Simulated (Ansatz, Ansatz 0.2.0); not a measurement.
# Lattice constants of LaPt₂Si₂ with PBEsol: both within 1 %, c/a sensitive to mesh and functional

## Experimental context

The reference is a powder X-ray diffraction measurement on an arc-melted, annealed polycrystal of LaPt₂Si₂, reported in "Magnetic properties of PrPd$_{2}$Si$_{2}$ and PrPt$_{2}$Si$_{2}$" (2009, arXiv:0908.4011). It gives both lattice constants of the tetragonal cell, with a much smaller uncertainty on a than on c. The source names the space group as P4/mmm in its text and P4/nmm in its table; I use P4/nmm, which is the symmetry of the CaBe₂Ge₂ type. The temperature is not given with the values. I take them as room-temperature constants of the undistorted phase, since the compound develops a charge-density wave only on cooling.

| compared with | measured | source's wording or label | method |
| --- | --- | --- | --- |
| a (Å) | 4.2824 ± 0.0001 | 4.2824 ± 0.0001 A | powder X-ray diffraction |
| c (Å) | 9.827 ± 0.006 | 9.827 ± 0.006 A | powder X-ray diffraction |

Conditions are those given with the value in the passage it was taken from; "not stated" means there, and the paper may say more elsewhere. The values are a selection: others may have been left out beforehand as unlike or outlying.

## Aim and plan

The aim is to reproduce a and c, each within 1 %. That is about the size of the error by which common functionals miss the lattice constants of intermetallics, so the target can expose an unsuitable one. It also leaves room for thermal expansion, which I put at roughly 0.2 to 0.3 % in length between the static cell and room temperature. A sound static calculation should therefore come out slightly below the measured cell.

The model is the ten-atom P4/nmm cell, nonmagnetic, with cell and atoms relaxed. The relaxation keeps this symmetry and so leaves out the charge-density-wave modulation, which suits a comparison with the undistorted phase. The starting cell comes from earlier theory and is about half a per cent longer than the measured one along both axes; it serves only as a starting point.

I go straight to PBEsol, a semilocal functional made for the equilibrium geometry of dense solids. LDA would cost about as much and usually contracts such metals too far. I shall then check the numerical settings of the PBEsol result and set r2SCAN beside it for scale.

Plain PBE isn't shown in this study.

System: LaPt2Si2, CaBe2Ge2-type tetragonal; P4/nmm (No. 129), 10 atoms in the primitive cell; the database structure is a structure relaxed by earlier theory (a GGA or r2SCAN, not named), not a measurement: a = 4.306 Å, c = 9.869 Å; structure from the Materials Project.

On the selection of runs and values: Further runs on this system are not shown.

## 1. PBEsol on the dense mesh

LaPt₂Si₂ is a metal, so I start with the 8×8×4 mesh rather than save time on a coarser one whose error I would not know. I expect both constants within the target, a little below experiment.

**Run 1.** Ansatz 0.2.0: PBEsol, cell and atoms relaxed from the database structure, PAW set soft_2, cutoff 420 eV (default), 8x8x4 k mesh, Gaussian smearing 0.1 eV.

Key lines of the input:
```
crystal:
  # lattice and atoms
kpoints:
  mp_grid: { grid: [8, 8, 4] }
hamiltonian:
  xc: pbesol
scf:
  occupations: { method: gaussian, width: 0.1 }
output:
  forces: true
  stress: true
relax:
  adjacent_minimum: "off"
  f_tol: 0.005
  max_steps: 60
  cell: { stress_tol: 0.03 }
```

Command:
```
ansatz run input.yaml --threads 8 --pin off --max-ram 16384MiB --backend cpu --events-out ev --progress --plain --runs-dir out
```

Selected lines of the output:
```
relax step   6: F+E_penalty+E_count = -64355.46860685 eV  [...]  max|allowed force component| = 1.778e-3 eV/Å  [...]  P = +0.001 GPa  Ω = 178.917 Å³  [...]
relax step   7: F+E_penalty+E_count = -64355.46768639 eV  [...]  max|allowed force component| = 1.903e-3 eV/Å  [...]  P = +0.002 GPa  Ω = 178.917 Å³  [...]
--- Relaxed structure (6 steps of the walk, 6 accepted, 1 SCFs on fresh bases) ---
```

Converged; 30 s on 8 cores of Arm Neoverse V2, shared host.

| quantity | run 1 | measured | deviation |
| --- | --- | --- | --- |
| a (Å) | 4.2658 | 4.2824 ± 0.0001 | −0.0166 (−0.4 %) |
| c (Å) | 9.832 | 9.827 ± 0.006 | +0.005 (+0.1 %) |
| conventional cell volume (Å³) | 178.92 |  |  |

Both constants lie well inside the target, but only a falls below experiment as I expected. The computed c is slightly above the measured value, by less than the experimental uncertainty. The cell is therefore a little too slender: c/a comes out at 2.305 against a measured 2.295. A uniform expansion on warming would leave that ratio unchanged, so temperature alone accounts for the difference only if the two axes expand unequally.

After the basis was rebuilt for the final cell the pressure stayed close to zero. The change of basis during the relaxation thus did little harm, though this does not show that the cutoff itself is high enough.

## 2. Sensitivity to mesh and cutoff

I now repeat the PBEsol relaxation twice, once with the mesh halved in each direction and once with the cutoff lowered to 290 eV, changing one setting at a time. Both changes go towards looser settings, so they measure how strongly the constants respond below the first run and cannot prove it converged. I expect shifts of a few tenths of a per cent at most, and I want to see whether either setting acts on the two axes differently, as the error in c/a does.

**Run 2.** Ansatz 0.2.0: PBEsol, cell and atoms relaxed from the database structure, PAW set soft_2, cutoff 420 eV (default), 4x4x2 k mesh, Gaussian smearing 0.1 eV.

Key lines of the input, as changed from run 1:
```diff
  kpoints:
-   mp_grid: { grid: [8, 8, 4] }
+   mp_grid: { grid: [4, 4, 2] }
```

Selected lines of the output:
```
    - [4.246795572077929, 0.0, 0.0]
    - [0.0, 0.0, 9.899522332750562]
```

Converged; 9.7 s of wall time.

**Run 3.** Ansatz 0.2.0: PBEsol, cell and atoms relaxed from the database structure, PAW set soft_2, cutoff 290 eV, 8x8x4 k mesh, Gaussian smearing 0.1 eV.

Key lines of the input, as changed from run 1:
```diff
+ basis:
+   ecutwfc: 290.0
```

Selected lines of the output:
```
    - [4.268407495981987, 0.0, 0.0]
    - [0.0, 0.0, 9.839811136079678]
```

Converged; 44 s of wall time. Warnings: cutoff_below_recommended (in short: A typed cutoff is below a recommended value, from the records, the datasets' recipe or DFPT's needs, possibly lowering the density cutoff; compare with a higher-cutoff run).

| quantity | run 2 | run 3 | measured |
| --- | --- | --- | --- |
| a (Å) | 4.2468 | 4.2684 | 4.2824 ± 0.0001 |
| c (Å) | 9.900 | 9.840 | 9.827 ± 0.006 |
| conventional cell volume (Å³) | 178.54 | 179.27 |  |

The mesh matters more than I expected, and it acts on the two axes in opposite directions. On the coarse mesh a is about 0.02 Å shorter and c about 0.07 Å longer, the latter a change of 0.7 %, while the volume falls by only about 0.2 %. Volume alone would have hidden most of this error. Both constants would still meet the target on the coarse mesh, but with c/a at 2.331 the shape is clearly worse than on the dense one.

The coarse mesh distorts the cell in the same sense as the discrepancy left in the first run. Some of that discrepancy may therefore still come from k-point sampling, but two meshes can't settle how much.

Lowering the cutoff to 290 eV lengthens both axes by less than 0.1 %. The program warns that this value is below the recommended one and advises comparison with a higher cutoff, which the first run provides. I keep the constants from the 420 eV run.

## 3. r2SCAN for scale

I set r2SCAN beside PBEsol on the same 8×8×4 mesh, since the coarse one would blur the comparison of the axes. I expect a somewhat larger cell than with PBEsol. The ratio c/a is the more interesting number: it will tell whether the slight slenderness of the PBEsol cell persists with a different functional.

**Run 4.** Ansatz 0.2.0: r2SCAN, cell and atoms relaxed from the database structure, PAW set soft_2, cutoff 500 eV (default), 8x8x4 k mesh, Gaussian smearing 0.1 eV.

Key lines of the input, as changed from run 1:
```diff
  hamiltonian:
-   xc: pbesol
+   xc: r2scan
```

Selected lines of the output:
```
relax step   1: F+E_penalty+E_count = -65244.68066335 eV  [...]  max|allowed force component| = 5.471e-2 eV/Å  [...]  P = -0.079 GPa  Ω = 182.978 Å³  (8 SCF iters, dr2 threshold 1.00e-7 eV [...]
    - [4.300076355616917, 0.0, 0.0]
    - [0.0, 4.300076355616917, 0.0]
```

Converged; 91 s on 8 cores of Arm Neoverse N1, shared host.

| quantity | run 4 | measured | deviation |
| --- | --- | --- | --- |
| a (Å) | 4.3001 | 4.2824 ± 0.0001 | +0.0177 (+0.4 %) |
| c (Å) | 9.889 | 9.827 ± 0.006 | +0.062 (+0.6 %) |
| conventional cell volume (Å³) | 182.85 |  |  |

r2SCAN also meets the target on both axes, with a cell larger than the measured one in each direction. Its volume is 2.2 % above that of PBEsol, so the choice of functional moves the size of the cell far more than the change of cutoff did.

The ratio c/a is 2.300, between the PBEsol value of 2.305 and the measured 2.295. The slight slenderness thus persists with the second functional, at about half the amount. Since both relaxations use the same k mesh and the coarser mesh shifted the shape in this direction, a remaining sampling error is still a possible contribution, and I can't separate it from the functionals' own errors.

The relaxed cell stays within about 0.2 % of the starting structure along each axis. As that structure comes from earlier theory, this closeness adds no support from experiment.

## Overview

| run | settings | a (Å) | deviation | c (Å) | deviation | cost |
| --- | --- | --- | --- | --- | --- | --- |
| 1 | PBEsol, cutoff 420 eV (default), 8x8x4 k mesh | 4.2658 | −0.0166 (−0.4 %) | 9.832 | +0.005 (+0.1 %) | 4 core-min |
| 2 | PBEsol, cutoff 420 eV (default), 4x4x2 k mesh | 4.2468 | −0.0356 (−0.8 %) | 9.900 | +0.073 (+0.7 %) | 78 core-s |
| 3 | PBEsol, cutoff 290 eV, 8x8x4 k mesh | 4.2684 | −0.0140 (−0.3 %) | 9.840 | +0.013 (+0.1 %) | 5.8 core-min |
| 4 | r2SCAN, cutoff 500 eV (default), 8x8x4 k mesh | 4.3001 | +0.0177 (+0.4 %) | 9.889 | +0.062 (+0.6 %) | 12 core-min |
|  | measured | 4.2824 ± 0.0001 |  | 9.827 ± 0.006 |  |  |

Further runs on the same system, made beside this series (convergence steps with loose settings among them):

| further | settings | a (Å) | deviation | c (Å) | deviation | cost |
| --- | --- | --- | --- | --- | --- | --- |
| F1 | r2SCAN+rVV10, cutoff 500 eV (default), 8x8x4 k mesh | 4.2848 | +0.0024 (+0.1 %) | 9.866 | +0.039 (+0.4 %) | 18 core-min |
| F2 | BLYP, cutoff 420 eV (default), 8x8x4 k mesh | 4.4216 | +0.1392 (+3.3 %) | 9.988 | +0.161 (+1.6 %) | 8.7 core-min |
| F3 | BLYP+D3(BJ), cutoff 420 eV (default), 8x8x4 k mesh | 4.2836 | +0.0012 (+0.0 %) | 9.804 | −0.023 (−0.2 %) | 8.3 core-min |
| F4 | LDA, cutoff 420 eV (default), 8x8x4 k mesh | 4.2412 | −0.0412 (−1.0 %) | 9.765 | −0.062 (−0.6 %) | 4.7 core-min |
| F5 | r2SCAN, cutoff 500 eV (default), 4x4x2 k mesh | 4.2769 | −0.0055 (−0.1 %) | 9.969 | +0.142 (+1.4 %) | 4.3 core-min |
|  | measured | 4.2824 ± 0.0001 |  | 9.827 ± 0.006 |  |  |

## Assessment

The PBEsol relaxation on the 8×8×4 mesh meets the target on both axes: a is 0.4 % too short and c 0.1 % too long, for about 4 core-minutes. I would use this level for the lattice constants of LaPt₂Si₂, but not for fine questions about c/a.

The close agreement in c is probably in part fortuitous. Allowing for the thermal expansion assumed in the plan, taken as equal along both axes, would bring a to within about 0.2 % of experiment, but leave c about 0.3 % too long. Both would stay within the target.

The mesh comparison was the most useful check. With r2SCAN the coarse mesh again shortens a and lengthens c, and there it pushes c outside the target. Sampling may still contribute to the remaining error in shape, but so does the functional: on the same dense mesh, BLYP gives too small a c/a where PBEsol gives too large a one. No mesh denser than 8×8×4 and no PBEsol cutoff above 420 eV is shown here, so I can't divide the error between them. The 290 eV run added little, and its slightly better a is chance, since the cutoff is below the recommended value.

r2SCAN on the dense mesh also passes, with a larger cell. LDA passes too, but only narrowly in a, and its cell is too small, as I had supposed. BLYP fails on both axes. Adding D3(BJ) brings it very close to experiment, but only by offsetting an error of 3.3 % in a. I read that as a cancellation, not as evidence that the correction describes the bonding in this metal.

[Logs are printed without paths, hosts, clocks, repeated set-up lines and the standing remarks that a program may print on its own settings, such as how far it seeks lower states.]

[The runs shown are a pick from a larger set of finished runs; failed, doubtful and other runs were left out of it ahead of writing. So were measured values far from every level or from commonly accepted values, and agreement can look better than it is. Lines of input and output are excerpts and may be shortened.]
